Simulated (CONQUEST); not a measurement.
# Zr under changes of volume

One of the cells (23.281 Å³/atom); the others are scaled copies at fixed shape and fractional positions:

```
Zr
1.0
     3.23200    0.00000    0.00000
     0.00000    5.14700    0.00000
     0.00000    0.00000    5.59799
Zr
4
Direct
  0.00000 0.75000 0.33333
  0.50000 0.75000 0.83333
  0.00000 0.25000 0.66667
  0.50000 0.25000 0.16667
```

```yaml
Program: CONQUEST 1.3
Functional: PBE
Potentials_or_basis: PseudoDojo NC PBE, DZP, grid of 32 × 48 × 60 points
k_mesh: 7 × 5 × 4
Occupations: fermi-dirac, width 0.05 eV
Spin: no spin polarisation
```

```csv
volume (Å³/atom),energy over the lowest point (meV/atom),pressure (GPa),largest force (eV/Å)
21.884,50.83,9.0,0.017
22.350,28.19,6.6,0.024
22.815,12.28,4.2,0.022
23.281,3.21,2.1,0.016
23.746,0.00,0.1,0.016
24.212,2.66,-1.7,0.004
24.678,?,?,?
```

**Question.** What does the run at 24.678 Å³/atom give?

**Answer.** Energy over the lowest point 10.38 meV/atom; pressure -3.4 GPa; largest force 0.013 eV/Å.

Worked out: A Birch-Murnaghan fit of order 3 (a polynomial in V^(-2/3)) to the other rows has its minimum at 23.76 Å³/atom with B0 = V·E''(V) = 101 GPa (rough, since the energies scatter) at fixed shape and positions, which overstates the stiffness. It gives 10.70 meV/atom at 24.678 Å³/atom, against the run's 10.38, and -dE/dV = -3.7 GPa, against -3.4.

Energies are extrapolated to zero smearing.

Caveats: the basis of atomic orbitals isn't converged, which shifts pressures, moduli and gaps.
